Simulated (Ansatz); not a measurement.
# Si (Fd-3m) in Ansatz: notebook

Aim: see how the results for Si move with the level of theory and the settings. Levels: PBE, revPBE. Tasks: single point, relaxation of cell and atoms.

Program: Ansatz 0.2.0. These are calculated values, not measurements. Logs are shortened: lines on timing, memory, paths and dates and some standing lists are left out, and cuts for length are marked.

### 1 The crystal as given

It takes space group Fd-3m (No. 227, cubic). Conventional cell: a = 5.444 Å, b = 5.444 Å, c = 5.444 Å, α = 90.00°, β = 90.00°, γ = 90.00°. Si (site symmetry -43m) is surrounded by 4 Si at 2.36 Å.

### 2 Single point, PBE

Contents of input.yaml:

```yaml
crystal:
  lattice:
    - [0.0, 2.7218511865, 2.7218511865]
    - [2.7218511865, 0.0, 2.7218511865]
    - [2.7218511865, 2.7218511865, 0.0]
  atoms:
    - { symbol: Si, position: [0.5, 0.5, 0.5] }
    - { symbol: Si, position: [0.75, 0.75, 0.75] }
hamiltonian:
  xc: pbe
  pseudopotentials: { kind: paw }
kpoints:
  mp_grid: { grid: [8, 8, 8] }
scf:
  occupations: { method: gaussian, width: 0.029 }
output:
  forces: true
  stress: true
  eigenvalues: true
```

Potentials or basis: Ansatz PAW.

Command:

```sh
$ ansatz run input.yaml --threads 2 --pin off --max-ram 5632MiB --backend cpu --events-out ev --progress --plain --runs-dir out
```

Standard output:

```text
Warning: RAYON_NUM_THREADS=2 ignored (pool sized by the plan → 2); use --threads N
Engine: ansatz 0.2.0, x86_64-unknown-linux-gnu
Pseudopotentials: kind: paw
Pseudopotential: Si, paw, valence charge 4, recommended cutoff 420 eV (normal), Si.paw.azcp
Functional definition: PBE
  parameter kappa = 0.804
  parameter beta = 0.06672455060314922
  exchange = pbe_x(kappa = kappa, mu = beta*pi^2/3)
  correlation = pbe_c(beta = beta)
Crystal: 2 atoms, lattice volume = 40.330 Å³
Basis set: ecut = 420 eV, 749 PW (Γ), exchange–correlation on 54×54×54 points (8 copies of the dense FFT grid, shifted against one another)
Bands: 8, of which v1, the nominal top of the filled ones, is band 4 counted from 1 (3 counted from 0)
Symmetry: 48 space group operations
Space group: Fd-3m (ITA 227), of the structure as read, at distance tolerance 3.4e-5 Å
k-points: 29 of 512
Non-local potential: Si, projectors of the file, l = 0: 2, l = 1: 2, l = 2: 2
PAW form: soft (Blöchl's): semilocal exchange-correlation on the pseudo side does not see the compensation charge
PAW one-centre angular grid: Si, 110 points (default); XC on 64 Gauss nodes
Initial density: superposition of atomic densities (neutral atoms: chi_scale 0, normalization atom), corrected by the library's trained network
Initial wavefunctions: pseudopotential atomic-orbital guess
Functional: x = pbe(κ = 0.804, μ = 0.2195149727645171), c = pbe(β = 0.06672455060314922)
SCF iter   1: F=—  HF=-1271.613593 eV  |F-HF|=—  |Δ(HF+E_count)|=         —  Δρ=1.15e-3  dr2=2.92e-4  ethr=1.77e-3  ⟨swp⟩=6.1  Hψ=2079  notcnv=0
preconditioner: auto → none  [insulator: Δε(μ)=0.625 eV  Ē_g=9.448 eV  σ=0.029 eV  W_gap=1.00  n_scr=8 (ndim 8)  ℏωp=16.5 eV  f_vac=0.000  D(μ)=0.00/eV (n_scr^D=0)  ε∞_Penn≈4.1]
SCF iter   2: F=—  HF=-1271.613993 eV  |F-HF|=—  |Δ(HF+E_count)|=   4.00e-4  Δρ=4.75e-4  dr2=4.65e-5  ethr=3.65e-6  ⟨swp⟩=2.1  Hψ=583  notcnv=0
SCF iter   3: F=—  HF=-1271.614035 eV  |F-HF|=—  |Δ(HF+E_count)|=   4.19e-5  Δρ=9.49e-5  dr2=2.28e-6  ethr=5.81e-7  ⟨swp⟩=2.1  Hψ=349  notcnv=0
SCF iter   4: F=—  HF=-1271.614036 eV  |F-HF|=—  |Δ(HF+E_count)|=   1.44e-6  Δρ=2.04e-5  dr2=1.26e-7  ethr=2.85e-8  ⟨swp⟩=2.0  Hψ=348  notcnv=0
iter 5 did not close the SCF: its close was put off for the readings that it lacked (scf_convergence_deferred on its scf_iter line)
SCF iter   5: F=-1271.614036 eV  HF=-1271.614036 eV  |F-HF|=8.24e-10  |Δ(HF+E_count)|=   2.77e-8  Δρ=2.72e-6  dr2=1.38e-9  ethr=1.57e-9  ⟨swp⟩=2.0  Hψ=348  notcnv=0
SCF iter   6: F=-1271.614036 eV  HF=-1271.614036 eV  |F-HF|=3.64e-12  |Δ(HF+E_count)|=  8.36e-10  Δρ=3.53e-7  dr2=3.13e-11  ethr=1.72e-11  ⟨swp⟩=1.1  Hψ=716  notcnv=0
SCF 1 converged in 6 iterations: F = -1271.614036 eV  dr2 = 3.13e-11
SCF converged after 6 iterations
Free energy (F): -1271.614036 eV
Harris-Foulkes:  -1271.614036 eV  (|F-HF|=3.64e-12)
Internal energy: -1271.614036 eV  (E = F + TS)
E sigma→0 (E₀):  -1271.614036 eV
Fermi energy:    6.467944 eV
--- Per-component energies (eV) ---
  E_band       = 8.903283
  E_kinetic    = 80.630221
  E_local      = -55.275742  (includes V_loc(G=0)·N_el)
  E_nonlocal   = 51.928301
  E_hartree    = 15.012102
  E_xc         = -110.333275
  E_vxc        = -93.430936  (∫ρ·V_xc dr)
  E_paw        = -1025.589694  (= ΣΔE_a)
  E_vpaw       = -4.972801  (= ΣTr[D̂ρ^β])
  E_aug_tail   = 0.000012  (compensation charges beyond the density's cutoff)
  E_ewald      = -227.985960
  E_smearing   = -0.000000  (= −TS)
  E_closure    = 0.000000  (closes the sum)
  Σ components = -1271.614036   (vs F -1271.614036, Δ=0.00e0)
--- Forces (eV/Å), atoms counted from 1 ---
  atom   1  Si     0.00000000    -0.00000000     0.00000000
  atom   2  Si     0.00000000     0.00000000     0.00000000
  max |Σ_I F_I| component: 2.78e-17 eV/Å
--- Stress (GPa, compression-positive) ---
        1.342897       0.000000      -0.000000
        0.000000       1.342897      -0.000000
       -0.000000      -0.000000       1.342897
  P = ⅓ Tr σ = 1.3429 GPa (13.429 kbar)
--- Band table (eV; the first three rows and the last of 29) ---
  k-point 0: bands = ["-5.7567", "6.1558", "6.1558", "6.1558", "8.7131", "8.7131", "8.7131", "9.4376"]
  k-point 1: bands = ["-5.5538", "4.5593", "5.8688", "5.8688", "8.6346", "9.1346", "9.1346", "10.8017"]
  k-point 2: bands = ["-4.9621", "2.2422", "5.4006", "5.4006", "8.1576", "9.6529", "9.6529", "13.0138"]
  k-point 28: bands = ["-1.4777", "-1.4777", "2.3347", "2.3347", "10.4237", "10.4237", "11.1305", "11.1305"]
```

Wall time 0.68 s (2 threads of Intel Xeon at 2.70GHz, shared host); peak memory 0.3 GiB.

Results:

| Property | Result |
| --- | --- |
| Free energy | -1271.6140 eV |
| Pressure | 1.3 GPa |
| Band gap on the k mesh | 0.63 eV, indirect (least direct gap 2.56 eV) |

Levels at points of the mesh, in eV from the valence-band top:
| k point | band 1 | band 2 | band 3 | band 4 | band 5 | band 6 | band 7 | band 8 |
| --- | --- | --- | --- | --- | --- | --- | --- | --- |
| (0.00, 0.00, 0.00) | -11.91 | 0.00 | 0.00 | 0.00 | 2.56 | 2.56 | 2.56 | 3.28 |
| (0.00, 0.00, -0.50) | -9.60 | -6.94 | -1.19 | -1.19 | 1.51 | 3.34 | 3.34 | 7.71 |
| (0.00, -0.50, -0.50) | -7.79 | -7.79 | -2.83 | -2.83 | 0.72 | 0.72 | 10.04 | 10.04 |

### 3 Single point, PBE

Changes to input.yaml since step 2:

```diff
@@ -14,3 +14,3 @@
 scf:
-  occupations: { method: gaussian, width: 0.029 }
+  occupations: { method: gaussian, width: 0.03 }
 output:
@@ -19 +19,5 @@
   eigenvalues: true
+  write_density: true
+  write_potential: true
+  elf: true
+  volumetric_format: npy
```

Potentials or basis: Ansatz PAW.

Command:

```sh
$ ansatz run input.yaml --threads 2 --pin off --max-ram 5632MiB --backend cpu --events-out ev --progress --plain --runs-dir out
```

Standard output:

```text
Warning: RAYON_NUM_THREADS=2 ignored (pool sized by the plan → 2); use --threads N
[... 8 set-up lines as earlier in the session ...]
Crystal: 2 atoms, lattice volume = 40.330 Å³
Basis set: ecut = 420 eV, 749 PW (Γ), exchange–correlation on 54×54×54 points (8 copies of the dense FFT grid, shifted against one another)
Bands: 8, of which v1, the nominal top of the filled ones, is band 4 counted from 1 (3 counted from 0)
[... 2 set-up lines as earlier in the session ...]
k-points: 29 of 512
[... 6 set-up lines as earlier in the session ...]
SCF iter   1: F=—  HF=-1271.613593 eV  |F-HF|=—  |Δ(HF+E_count)|=         —  Δρ=1.15e-3  dr2=2.92e-4  ethr=1.77e-3  ⟨swp⟩=6.0  Hψ=2072  notcnv=0
preconditioner: auto → none  [insulator: Δε(μ)=0.625 eV  Ē_g=9.448 eV  σ=0.030 eV  W_gap=1.00  n_scr=8 (ndim 8)  ℏωp=16.5 eV  f_vac=0.000  D(μ)=0.00/eV (n_scr^D=0)  ε∞_Penn≈4.1]
SCF iter   2: F=—  HF=-1271.613993 eV  |F-HF|=—  |Δ(HF+E_count)|=   4.00e-4  Δρ=4.75e-4  dr2=4.65e-5  ethr=3.65e-6  ⟨swp⟩=2.1  Hψ=583  notcnv=0
SCF iter   3: F=—  HF=-1271.614035 eV  |F-HF|=—  |Δ(HF+E_count)|=   4.19e-5  Δρ=9.49e-5  dr2=2.28e-6  ethr=5.81e-7  ⟨swp⟩=2.1  Hψ=349  notcnv=0
SCF iter   4: F=—  HF=-1271.614036 eV  |F-HF|=—  |Δ(HF+E_count)|=   1.44e-6  Δρ=2.04e-5  dr2=1.26e-7  ethr=2.85e-8  ⟨swp⟩=2.0  Hψ=348  notcnv=0
iter 5 did not close the SCF: its close was put off for the readings that it lacked (scf_convergence_deferred on its scf_iter line)
SCF iter   5: F=-1271.614036 eV  HF=-1271.614036 eV  |F-HF|=8.24e-10  |Δ(HF+E_count)|=   2.76e-8  Δρ=2.72e-6  dr2=1.38e-9  ethr=1.57e-9  ⟨swp⟩=2.0  Hψ=348  notcnv=0
SCF iter   6: F=-1271.614036 eV  HF=-1271.614036 eV  |F-HF|=4.77e-12  |Δ(HF+E_count)|=  9.90e-10  Δρ=3.51e-7  dr2=3.09e-11  ethr=1.72e-11  ⟨swp⟩=4.2  Hψ=1070  notcnv=0
SCF 1 converged in 6 iterations: F = -1271.614036 eV  dr2 = 3.09e-11
SCF converged after 6 iterations
Free energy (F): -1271.614036 eV
Harris-Foulkes:  -1271.614036 eV  (|F-HF|=4.77e-12)
Internal energy: -1271.614036 eV  (E = F + TS)
E sigma→0 (E₀):  -1271.614036 eV
Fermi energy:    6.467912 eV
--- Per-component energies (eV) ---
  E_band       = 8.903283
  E_kinetic    = 80.630221
  E_local      = -55.275743  (includes V_loc(G=0)·N_el)
  E_nonlocal   = 51.928301
  E_hartree    = 15.012102
  E_xc         = -110.333275
  E_vxc        = -93.430936  (∫ρ·V_xc dr)
  E_paw        = -1025.589694  (= ΣΔE_a)
  E_vpaw       = -4.972801  (= ΣTr[D̂ρ^β])
  E_aug_tail   = 0.000012  (compensation charges beyond the density's cutoff)
  E_ewald      = -227.985960
  E_smearing   = -0.000000  (= −TS)
  E_closure    = 0.000000  (closes the sum)
  Σ components = -1271.614036   (vs F -1271.614036, Δ=0.00e0)
--- Forces (eV/Å), atoms counted from 1 ---
  atom   1  Si     0.00000000    -0.00000000     0.00000000
  atom   2  Si     0.00000000    -0.00000000     0.00000000
  max |Σ_I F_I| component: 5.55e-17 eV/Å
--- Stress (GPa, compression-positive) ---
        1.342898       0.000000      -0.000000
        0.000000       1.342898       0.000000
        0.000000       0.000000       1.342898
  P = ⅓ Tr σ = 1.3429 GPa (13.429 kbar)
--- Band table (eV; the first three rows and the last of 29) ---
  k-point 0: bands = ["-5.7567", "6.1558", "6.1558", "6.1558", "8.7131", "8.7131", "8.7131", "9.4376"]
  k-point 1: bands = ["-5.5538", "4.5593", "5.8688", "5.8688", "8.6346", "9.1346", "9.1346", "10.8017"]
  k-point 2: bands = ["-4.9621", "2.2422", "5.4006", "5.4006", "8.1576", "9.6529", "9.6529", "13.0138"]
  k-point 28: bands = ["-1.4777", "-1.4777", "2.3347", "2.3347", "10.4237", "10.4237", "11.1305", "11.1305"]
```

rho_z.tsv:

```text
# z_ang	rho[e/angstrom^3]
# format = ansatz-planar-average/11
# lattice	0.000000000	2.721851186	2.721851186
# lattice	2.721851186	0.000000000	2.721851186
# lattice	2.721851186	2.721851186	0.000000000
# sites	2
# site	14	2.721851186	2.721851186	2.721851186
# site	14	4.082776780	4.082776780	4.082776780
0.000000	1.400890e-1
0.142566	1.312376e-1
0.285132	1.248734e-1
0.427698	1.217520e-1
0.570264	1.222035e-1
0.712829	1.261826e-1
[... 19 lines left out ...]
3.564147	1.618937e-1
3.706713	1.504596e-1
```

Run time: 0.81 s. Hardware: 2 threads of Intel Xeon at 2.70GHz, shared host; peak memory 0.3 GiB.

Results:

- Free energy: -1271.6140 eV
- Pressure: 1.3 GPa
- Band gap on the k mesh: 0.63 eV, indirect (least direct gap 2.56 eV)

Levels at points of the mesh, in eV from the valence-band top:
```
             k point  band 1  band 2  band 3  band 4  band 5  band 6  band 7  band 8
  (0.00, 0.00, 0.00)  -11.91    0.00    0.00    0.00    2.56    2.56    2.56    3.28
 (0.00, 0.00, -0.50)   -9.60   -6.94   -1.19   -1.19    1.51    3.34    3.34    7.71
(0.00, -0.50, -0.50)   -7.79   -7.79   -2.83   -2.83    0.72    0.72   10.04   10.04
```

A k mesh can miss the band edges. Expect the measured gap to be larger: semilocal functionals such as PBE lack the derivative discontinuity.

### 4 Relaxation of cell and atoms, revPBE

Contents of input.yaml:

```yaml
crystal:
  lattice:
    - [0.0, 2.7218511865, 2.7218511865]
    - [2.7218511865, 0.0, 2.7218511865]
    - [2.7218511865, 2.7218511865, 0.0]
  atoms:
    - { symbol: Si, position: [0.5, 0.5, 0.5] }
    - { symbol: Si, position: [0.75, 0.75, 0.75] }
hamiltonian:
  xc: revpbe
  pseudopotentials: { kind: paw }
kpoints:
  mp_grid: { grid: [8, 8, 8] }
scf:
  occupations: { method: fermi_dirac, width: 0.05 }
output:
  forces: true
  stress: true
relax:
  f_tol: 0.01
  max_steps: 40
  cell: { stress_tol: 0.05 }
```

Command:

```sh
$ ansatz run input.yaml --threads 2 --pin off --max-ram 5632MiB --backend cpu --events-out ev --progress --plain --runs-dir out
```

It took 2.3 s on 2 threads of Intel Xeon at 2.70GHz, shared host; peak memory 0.32 GiB.

Results (log left out):

```
Free energy                            : -1276.0647 eV
Relaxed volume                         : 20.72 Å³/atom
Relaxed cell                           : a = 3.884 Å, b = 3.884 Å, c = 3.884 Å, α = 60.00°, β = 60.00°, γ = 60.00°
Space group after relaxing (to 0.05 Å) : Fd-3m (No. 227)
Energy gained by relaxing              : 4.3 meV/atom
Ionic steps                            : 4
Pressure after relaxing                : 0.0 GPa
Band gap on the k mesh                 : 0.71 eV
```

Step by step:
```tsv
step	energy change (eV)	largest force (eV/Å)	volume (Å³)
1	0.0000	0.0000	40.33
2	-0.0080	0.0000	41.17
3	-0.0085	0.0000	41.44
4	-0.0086	0.0000	41.44
```

Final structure:
```
Si
1.0
     0.00000    2.74663    2.74663
     2.74663    0.00000    2.74663
     2.74663    2.74663    0.00000
Si
2
Direct
  0.50000 0.50000 0.50000
  0.75000 0.75000 0.75000
```

Caveat: the plane-wave basis is chosen anew once the cell has moved, so the energies of steps on either side of that aren't comparable; the PAW data sets come from PBE, with cores solved anew for the run's functional, which leaves a small shift of forces and pressure.

### 5 Summary

```tsv
task	level	cell	smearing	gap on the mesh (eV)	pressure (GPa)
single point	PBE	as given	gaussian 0.029 eV	0.63	1.3
single point	PBE	as given	gaussian 0.03 eV	0.63	1.3
relaxation of cell and atoms	revPBE	relaxed	fermi-dirac 0.05 eV	0.71	0.0
```

Alike in all rows: potentials or basis Ansatz PAW; no spin polarisation; k mesh 8 × 8 × 8; cutoff (eV) 420.

Caveats: the plane-wave basis is chosen anew once the cell has moved, so the energies of steps on either side of that aren't comparable (some runs); the PAW data sets come from PBE, with cores solved anew for the run's functional, which leaves a small shift of forces and pressure (some runs).

Absolute energies hang on the potentials; compare differences alone.
